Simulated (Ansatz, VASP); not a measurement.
**HfH: VASP beside Ansatz**

INCAR

```
SYSTEM = HfH
PREC     = Accurate       ! precision mode
ENCUT    = 600            ! plane-wave cutoff, eV
EDIFF    = 1E-6           ! SCF threshold, eV
ISMEAR   = 0              ! smearing method
SIGMA    = 0.1            ! smearing width, eV
LREAL    = .False.        ! projectors in reciprocal space
LASPH    = .True.         ! aspherical terms in the spheres
NELM     = 100            ! most SCF steps
ALGO     = Normal         ! electronic algorithm
ISIF     = 3              ! what is computed and relaxed
LWAVE    = .False.        ! write WAVECAR
LCHARG   = .False.        ! write CHGCAR
GGA      = PE             ! functional
IBRION   = 2              ! ionic algorithm
NSW      = 100            ! ionic steps
EDIFFG   = -0.01          ! ionic threshold
```

File KPOINTS:

```
Automatic mesh
0
Gamma
  18 18 10
  0 0 0
```

Contents of POSCAR:

```
HfH
1.0
    3.2054676161      0.0000000000      0.0000000000
   -1.6027338081      2.7760163866      0.0000000000
    0.0000000000      0.0000000000      5.3205292943
Hf H
2 2
Direct
    0.3333333333      0.6666666667      0.7500000000
    0.6666666667      0.3333333333      0.2500000000
    0.0000000000      0.0000000000      0.0000000000
    0.0000000000      0.0000000000      0.5000000000
```

Input for Ansatz:

```yaml
crystal:
  lattice:
    - [3.2054676161, 0.0, 0.0]
    - [-1.6027338081, 2.7760163866, 0.0]
    - [0.0, 0.0, 5.3205292943]
  atoms:
    - { symbol: Hf, position: [0.3333333333, 0.6666666667, 0.75] }
    - { symbol: Hf, position: [0.6666666667, 0.3333333333, 0.25] }
    - { symbol: H, position: [0.0, 0.0, 0.0] }
    - { symbol: H, position: [0.0, 0.0, 0.5] }
basis:
  ecutwfc: 420
kpoints:
  mp_grid: { grid: [18, 18, 10] }
hamiltonian:
  xc: pbe
scf:
  occupations: { method: gaussian, width: 0.1 }
output:
  forces: true
  stress: true
  eigenvalues: true
  write_density: true
  write_potential: true
  elf: true
  volumetric_format: npy
relax:
  adjacent_minimum: "off"
  f_tol: 0.01
  max_steps: 80
  cell: { stress_tol: 0.05 }
```

Alike in both runs: task relaxation of cell and atoms; functional PBE; k mesh 18 × 18 × 10; occupations gaussian, width 0.1 eV; no spin polarisation.

```csv
,VASP,Ansatz
version,VASP 6.6.1,Ansatz 0.2.0
potentials or method,"VASP PAW PBE potentials, release 64 (Hf_pv, H)","scalar-relativistic, plane waves, PAW"
plane-wave cutoff (eV),600,420
valence electrons in the cell,22,54
```

VASP gave:

| Item | Value |
| --- | --- |
| gap on the k mesh at the Fermi level, each at its own relaxed structure (eV) | none |
| relaxed volume (Å³/atom) | 11.81 |
| relaxed cell length with the largest relative difference (Å) | 5.316 |

**Question.** Which values does Ansatz return?

**Answer.** gap on the k mesh at the Fermi level, each at its own relaxed structure (eV): none; relaxed volume (Å³/atom): 11.86; relaxed cell length with the largest relative difference (Å): 5.328.

A gap of «none» marks a metal or a gap that the smearing closes. The two sets of potentials don't hold the same shells in valence.

The runs have no spin-orbit coupling, so splittings on Hf are missing.
